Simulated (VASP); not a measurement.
# Si (Fd-3m) in VASP: a series of runs, part 2 of 2

VASP 6.6.1. The steps go on from the part before.

### Step 3. Relaxation of cell and atoms, PBEsol

INCAR reads:

```
SYSTEM = Si
  ALGO = Normal
  EDIFF = 1E-6
  EDIFFG = -0.005
  ENCUT = 600
  GGA = PS
  IBRION = 2
  ISIF = 3
  ISMEAR = 0
  LASPH = .True.
  LCHARG = .False.
  LREAL = .False.
  LWAVE = .False.
  NELM = 100
  NSW = 100
  PREC = Accurate
  SIGMA = 0.02
```

KPOINTS reads:

```
k-points
0
Gamma
  12 12 12
  0 0 0
```

POSCAR reads:

```
Si
1.0
    0.0000000000      2.7169171376      2.7169171376
    2.7169171376      0.0000000000      2.7169171376
    2.7169171376      2.7169171376      0.0000000000
Si
2
Direct
    0.7500000000      0.7500000000      0.7500000000
    0.5000000000      0.5000000000      0.5000000000
```

Potentials or basis: VASP PAW PBE potentials, release 64 (Si).

Command:

```console
$ cat potpaw_PBE.64/Si/POTCAR > POTCAR
$ mpirun -np 1 vasp_std > vasp.out
```

OUTCAR:

```text
SYSTEM = Si
   EDIFF = 1E-6
   EDIFFG = -0.005
   ENCUT = 600
   GGA = PS
   IBRION = 2
   ISIF = 3
   ISMEAR = 0
   LASPH = .True.
   LREAL = .False.
   NELM = 100
   NSW = 100
   PREC = Accurate

 ion  position               nearest neighbor table
   1  0.750  0.750  0.750-   2 2.35   2 2.35   2 2.35   2 2.35
   2  0.500  0.500  0.500-   1 2.35   1 2.35   1 2.35   1 2.35

  LATTYP: Found a face centered cubic cell.
 ALAT       =     5.4338342752

  Lattice vectors:

 A1 = (   0.0000000000,   2.7169171376,   2.7169171376)
 A2 = (   2.7169171376,   0.0000000000,   2.7169171376)
 A3 = (   2.7169171376,   2.7169171376,   0.0000000000)

Analysis of symmetry for initial positions (statically):
=====================================================================
 Subroutine PRICEL returns:
 Original cell was already a primitive cell.

 Routine SETGRP: Setting up the symmetry group for a
 face centered cubic supercell.

 Subroutine GETGRP returns: Found 48 space group operations
 (whereof 24 operations were pure point group operations)
 out of a pool of 48 trial point group operations.

The static configuration has the point symmetry T_d .
 The point group associated with its full space group is O_h .

Analysis of symmetry for dynamics (positions and initial velocities):
=====================================================================
 Subroutine PRICEL returns:
 Original cell was already a primitive cell.

 Routine SETGRP: Setting up the symmetry group for a
 face centered cubic supercell.

 Subroutine GETGRP returns: Found 48 space group operations
 (whereof 24 operations were pure point group operations)
 out of a pool of 48 trial point group operations.

The dynamic configuration has the point symmetry T_d .
 The point group associated with its full space group is O_h .

 Subroutine INISYM returns: Found 48 space group operations
 (whereof 24 operations are pure point group operations),
 and found     1 'primitive' translations

----------------------------------------------------------------------------------------

                                     Primitive cell

  volume of cell :      40.1106

  direct lattice vectors                    reciprocal lattice vectors
     0.000000000  2.716917138  2.716917138    -0.184032112  0.184032112  0.184032112
     2.716917138  0.000000000  2.716917138     0.184032112 -0.184032112  0.184032112
     2.716917138  2.716917138  0.000000000     0.184032112  0.184032112 -0.184032112

  length of vectors
     3.842301064  3.842301064  3.842301064     0.318752969  0.318752969  0.318752969

  position of ions in fractional coordinates (direct lattice)
     0.750000000  0.750000000  0.750000000
     0.500000000  0.500000000  0.500000000

  ion indices of the primitive-cell ions
   primitive index   ion index
                 1           1
                 2           2

----------------------------------------------------------------------------------------

[... 31 lines left out ...]
  0.416667  0.000000  0.000000      8.000000
[... 16 lines left out ...]
  0.500000  0.166667  0.000000     24.000000
 -0.416667  0.166667  0.000000     24.000000
 [... further k-points ...]
   k-points           NKPTS =     72   k-points in BZ     NKDIM =     72   number of bands    NBANDS=      8
   number of dos      NEDOS =    301   number of ions     NIONS =      2
   total plane-waves  NPLWV =  32768
   dimension x,y,z NGX =    32 NGY =   32 NGZ =   32
   dimension x,y,z NGXF=    64 NGYF=   64 NGZF=   64
   ions per type =               2
   NGX,Y,Z   is equivalent  to a cutoff of  13.85, 13.85, 13.85 a.u.
   NGXF,Y,Z  is equivalent  to a cutoff of  27.69, 27.69, 27.69 a.u.
 SYSTEM =  Si
   PREC   = accura    normal or accurate (medium, high low for compatibility)
   ISTART =      0    job   : 0-new  1-cont  2-samecut
   ICHARG =      2    charge: 1-file 2-atom 10-const
   ISPIN  =      1    spin polarized calculation?
   LNONCOLLINEAR =      F non collinear calculations
   LSORBIT =      F    spin-orbit coupling
   LASPH  =      T    aspherical Exc in radial PAW
   ENCUT  =  600.0 eV  44.10 Ry    6.64 a.u.   7.67  7.67  7.67*2*pi/ulx,y,z
   NELM   =    100;   NELMIN=  2; NELMDL= -5     # of ELM steps
   EDIFF  = 0.1E-05   stopping-criterion for ELM
   LREAL  =      F    real-space projection
   EDIFFG = -.5E-02   stopping-criterion for IOM
   NSW    =    100    number of steps for IOM
   IBRION =      2    ionic relax: 0-MD 1-quasi-New 2-CG
   NFREE  =      1    steps in history (QN), initial steepest desc. (CG)
   ISIF   =      3    stress and relaxation
   ISYM   =      2    0-nonsym 1-usesym 2-fastsym
   POTIM  = 0.5000    time-step for ionic-motion
   TEBEG  =    0.0;   TEEND  =   0.0 temperature during run
   PSTRESS=    0.0 pullay stress
   NELECT =       8.0000    total number of electrons
   NUPDOWN=      -1.0000    fix difference up-down
   EMIN   =  10.00;   EMAX   =-10.00  energy-range for DOS
   EFERMI =   0.00;   METHOD = LEGACY
   ISMEAR =     0;   SIGMA  =   0.02  broadening in eV -4-tet -1-fermi 0-gaus
   EFERMI_NEDOS =   21; number of points for ismear=-14 and -15
   IALGO  =     38    algorithm
   IMIX   =      4    mixing-type and parameters
     AMIX     =   0.40;   BMIX     =  1.00
     AMIX_MAG =   1.60;   BMIX_MAG =  1.00
  volume/ion in A,a.u.               =      20.06       135.34
  Fermi-wavevector in a.u.,A,eV,Ry     =   0.956500  1.807523 12.447872  0.914893
  Thomas-Fermi vector in A             =   2.085434
   LORBIT       =      0    0 simple, 1 ext, 2 COOP (PROOUT), +10 PAW based schemes
   GGA     = PS    functional components
   LHFCALC =     F    Hartree Fock is set to
   AEXX    =    0.0000 exact exchange contribution
   IVDW    =     0    specifies the selected vdW correction
   LEPSILON=     F    determine dielectric tensor
   LRPA    =     F    only Hartree local field effects (RPA)
 conjugate gradient relaxation of ions
 non-spin polarized calculation
 Gauss-broadening in eV      SIGMA  =   0.02
  energy-cutoff  :      600.00
  volume of cell :       40.11
 maximum number of plane-waves:      1363
   NGX = 15   NGY = 15   NGZ = 15

--------------------------------------- Ionic step        1  -------------------------------------------

 number of electron       7.9999999 magnetization

 Free energy of the ion-electron system (eV)
  ---------------------------------------------------
  ext. energy  EPLUGINS =         0.00000000
  ---------------------------------------------------
  free energy    TOTEN  =       -11.49319909 eV

  energy without entropy =      -11.49319909  energy(sigma->0) =      -11.49319909

------------------------ aborting loop because EDIFF is reached ----------------------------------------

  FORCE on cell =-STRESS in cart. coord.  units (eV):
  Direction    XX          YY          ZZ          XY          YZ          ZX
  --------------------------------------------------------------------------------------
  -------------------------------------------------------------------------------------
  Total        0.0261580      0.0261580      0.0261580     -0.0000000      0.0000000     -0.0000000
  in kB        1.0448537      1.0448537      1.0448537     -0.0000000      0.0000000     -0.0000000
  external PRESSURE =       1.0448537 kB  Pullay stress =       0.0000000 kB
[... 59 lines left out ...]
--------------------------------------- Ionic step        3  -------------------------------------------

 number of electron       7.9999999 magnetization

 Free energy of the ion-electron system (eV)
  ---------------------------------------------------
  ext. energy  EPLUGINS =         0.00000000
  ---------------------------------------------------
  free energy    TOTEN  =       -11.49321162 eV

  energy without entropy =      -11.49321162  energy(sigma->0) =      -11.49321162

 E-fermi :   5.8502     XC(G=0):  -9.5427

 val. band max:        5.7611812803   @ k =   0.0000   0.0000   0.0000
 cond. band min:       6.2228502338   @ k =   0.4167   0.4167   0.0000
 fundamental gap:      0.4616689535
 Fermi energy:         5.8502120132

 k-point     1 :       0.0000    0.0000    0.0000
  band No.  band energies     occupation
      1      -6.2096      2.00000
      2       5.7612      2.00000
      3       5.7612      2.00000
      4       5.7612      2.00000
      5       8.2775      0.00000
      6       8.2775      0.00000
      7       8.2775      0.00000
      8       9.0533      0.00000
[... 243 lines left out ...]
 k-point    24 :      -0.4167    0.1667    0.0000
  band No.  band energies     occupation
      1      -3.5938      2.00000
      2      -1.0288      2.00000
      3       2.7431      2.00000
      4       4.1618      2.00000
      5       7.8602      0.00000
      6       9.7528      0.00000
      7      10.0959      0.00000
      8      13.6441      0.00000

 [... further k-points ...]
[... 5 lines left out ...]
  --------------------------------------------------------------------------------------
  -------------------------------------------------------------------------------------
  Total       -0.0004100     -0.0004100     -0.0004100      0.0000000      0.0000000      0.0000000
  in kB       -0.0163573     -0.0163573     -0.0163573      0.0000000      0.0000000      0.0000000
  external PRESSURE =      -0.0163573 kB  Pullay stress =       0.0000000 kB
[... 17 lines left out ...]
  FREE ENERGIE OF THE ION-ELECTRON SYSTEM (eV)
  ---------------------------------------------------
  free  energy   TOTEN  =       -11.4932116150 eV

  energy  without entropy=      -11.4932116150  energy(sigma->0) =      -11.49321162

 reached required accuracy - stopping structural energy minimisation
```

OSZICAR:

```text
N       E                     dE             d eps       ncg     rms          rms(c)
DAV:   1     0.106763601159E+02    0.10676E+02   -0.37462E+03  1152   0.913E+02
DAV:   2    -0.114052795463E+02   -0.22082E+02   -0.21132E+02  1728   0.901E+01
DAV:   3    -0.117138171028E+02   -0.30854E+00   -0.30854E+00  1408   0.137E+01
DAV:   4    -0.117153466814E+02   -0.15296E-02   -0.15296E-02  1864   0.108E+00
[... 12 lines left out ...]
DAV:   4    -0.114932036277E+02    0.91028E-07   -0.13404E-07   696   0.351E-03
   2 F= -.11493204E+02 E0= -.11493204E+02  d E =-.453634E-05
       N       E                     dE             d eps       ncg     rms          rms(c)
DAV:   1    -0.114932149508E+02   -0.11232E-04   -0.14035E-04  1400   0.681E-02    0.112E-02
DAV:   2    -0.114932124972E+02    0.24536E-05   -0.24017E-06  1480   0.105E-02    0.672E-03
DAV:   3    -0.114932116150E+02    0.88217E-06   -0.29320E-06  1288   0.866E-03
   3 F= -.11493212E+02 E0= -.11493212E+02  d E =-.125237E-04
```

It took 20 s on 1 thread of AMD EPYC 9R45 (Zen 5), shared host; peak memory 0.15 GiB.

Results:

| Item | Value |
| --- | --- |
| Free energy | -11.4932 eV |
| Relaxed volume | 20.08 Å³/atom |
| Relaxed cell | a = 3.844 Å, b = 3.844 Å, c = 3.844 Å, α = 60.00°, β = 60.00°, γ = 60.00° |
| Space group after relaxing (to 0.05 Å) | Fd-3m (No. 227) |
| Energy gained by relaxing | 0.0 meV/atom |
| Ionic steps | 3 |
| Pressure after relaxing | 0.0 GPa |
| Band gap on the k mesh | 0.46 eV, indirect (least direct gap 2.52 eV) |

Final structure:
```
CELL_PARAMETERS angstrom
0.00000 2.71791 2.71791
2.71791 0.00000 2.71791
2.71791 2.71791 0.00000
ATOMIC_POSITIONS crystal
Si 0.75000 0.75000 0.75000
Si 0.50000 0.50000 0.50000
```

Levels at points of the mesh, in eV from the valence-band top:
| k point | band 2 | band 3 | band 4 | band 5 | band 6 | band 7 |
| --- | --- | --- | --- | --- | --- | --- |
| (0.00, 0.00, 0.00) | 0.00 | 0.00 | 0.00 | 2.52 | 2.52 | 2.52 |
| (0.50, 0.00, 0.00) | -7.00 | -1.20 | -1.20 | 1.46 | 3.27 | 3.27 |
| (0.50, 0.50, 0.00) | -7.82 | -2.87 | -2.87 | 0.60 | 0.60 | 10.04 |

Caveat: the PAW data sets were made with another functional, which shifts forces and pressure a little. As with any semilocal functional, this PBEsol gap is likely too small.
